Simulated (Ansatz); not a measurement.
Crystal: HfC.

```xyz
4
Lattice="3.3429 0.0000 0.0000 -1.6714 2.8950 0.0000 0.0000 0.0000 5.2027" Properties=species:S:1:pos:R:3 pbc="T T T"
Hf    0.0000    1.9300    1.3007
Hf    1.6714    0.9650    3.9020
C     0.0000    0.0000    2.6014
C     0.0000    0.0000    0.0000
```

The cell comes from a database or a generator and needn't be the stable form of this composition.

```yaml
Program: Ansatz 0.2.0
Task: single point
Functional: PBEsol
Potentials_or_basis: Ansatz PAW
Cutoff: "420 eV (not typed: the program's choice for these potentials)"
k_mesh: 9 × 9 × 5
Occupations: fermi-dirac, width 0.05 eV
Spin: no spin polarisation
```

On this cell: pressure -7.4 GPa; largest force under 0.003 eV/Å; band gap on the k mesh none (metal or under the smearing width).

The same run follows on a disturbed copy (atoms moved at random, drawn with an rms of 0.05 Å):

```
Hf C
1.0
     3.34287    0.00000    0.00000
    -1.67143    2.89501    0.00000
     0.00000    0.00000    5.20271
Hf C
2 2
Direct
  0.33878 0.66655 0.25622
  0.67665 0.34244 0.74911
  0.00969 0.00677 0.49964
  0.00129 0.99478 0.00306
```

Q: What changes?

A: The energy (extrapolated to zero smearing) moves by +4.8 meV/atom; pressure -7.2 GPa; largest force 0.643 eV/Å; band gap on the k mesh none (metal or under the smearing width).

Forces in eV/Å, atoms in the order of the input:
```
Hf  -0.020  0.042 -0.615
Hf  -0.013 -0.353  0.537
C   -0.018 -0.003  0.170
C    0.052  0.314 -0.092
```

Stress tensor (GPa, compression positive):
```
-8.18  0.00 -0.01
 0.00 -8.27 -0.10
-0.01 -0.10 -5.22
```

Caveats: the PAW data sets come from PBE, with cores solved anew for the run's functional, which leaves a small shift of forces and pressure.
